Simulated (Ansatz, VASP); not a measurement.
**BiTe: VASP beside Ansatz**

```
CELL_PARAMETERS angstrom
2.42271 1.39875 3.31729
-2.42271 1.39875 3.31729
0.00000 -2.79750 3.31729
ATOMIC_POSITIONS crystal
Bi 0.50000 0.50000 0.50000
Te 0.00000 0.00000 0.00000
```

The cell comes from a database or a generator and needn't be the stable form of this composition.

Alike in both runs: task single point; functional LDA; k mesh 6 × 6 × 6; occupations gaussian, width 0.1 eV; no spin polarisation.

```csv
,VASP,Ansatz
version,VASP 6.6.1,Ansatz 0.2.0
potentials or method,"VASP PAW LDA potentials, release 64 (Bi_d, Te)","scalar-relativistic, plane waves, PAW"
plane-wave cutoff (eV),520,420
valence electrons in the cell,21,31
```

```csv
,VASP,Ansatz,Ansatz less VASP
gap on the k mesh at the Fermi level (eV),none,none,-
pressure (GPa),-3.6,-3.6,-0.04
largest component of the traceless stress (GPa),0.23,0.27,+0.033
```

A gap of «none» marks a metal or a gap that the smearing closes. The two sets of potentials don't hold the same shells in valence.

Caveats: spin-orbit coupling is left out, which moves the levels of the heavy elements.
